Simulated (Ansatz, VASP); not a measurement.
**LiH in VASP and in Ansatz**

```
Li H
1.0
     0.00000    2.00487    2.00487
     2.00487    0.00000    2.00487
     2.00487    2.00487    0.00000
Li H
1 1
Direct
  0.00000 0.00000 0.00000
  0.50000 0.50000 0.50000
```

Change from the starting cell: hydrostatic strain +0.3%.

Alike in both runs: task single point; functional PBE; k mesh 10 × 10 × 10; occupations fermi-dirac, width 0.02 eV; no spin polarisation.

```csv
,VASP,Ansatz
version,VASP 6.6.1,Ansatz 0.2.0
potentials or method,"VASP PAW PBE potentials, release 64 (Li_sv, H)","plane waves, PAW"
plane-wave cutoff (eV),520,420
valence electrons in the cell,4,4
```

|  | VASP | Ansatz | Ansatz less VASP |
| --- | --- | --- | --- |
| gap on the k mesh at the Fermi level (eV) | 2.98 | 2.99 | +0.006 |

The functional is the same, so the differences come from potentials, cutoffs and numerics.

 A k mesh can miss the band edges.
